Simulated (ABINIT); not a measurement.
Runs of ABINIT 10.8.3 (patched build) on GaN. It takes space group F-43m (No. 216, cubic). Conventional cell: a = 4.507 Å, b = 4.507 Å, c = 4.507 Å, α = 90.00°, β = 90.00°, γ = 90.00°. Around Ga (site symmetry -43m) lie 4 N at 1.95 Å. N (site symmetry -43m) has 4 Ga at 1.95 Å as nearest neighbours. The cell is a database's computed one.

```csv
level,gap on the mesh (eV),pressure (GPa)
r2SCAN,(a),2.3
SCAN,2.08,1.5
BLYP,(b),10.8
PBEsol,(c),-0.4
AM05,1.75,-0.3
```

Alike in all rows: task single point; potentials or basis JTH PAW PBE v2.0; no spin polarisation; cell as given; k mesh 10 × 10 × 10; cutoff (eV) 844; smearing fermi-dirac 0.05 eV.

Problem. Estimate the missing entries.

Solution. (a) 2.13; (b) 1.84; (c) 1.66.

Caveats: the PAW data sets were made with another functional, which shifts forces and pressure a little.

A k mesh can miss the band edges, and the runs leave out spin-orbit coupling on Ga.

Runs at the PBE level aren't shown here.
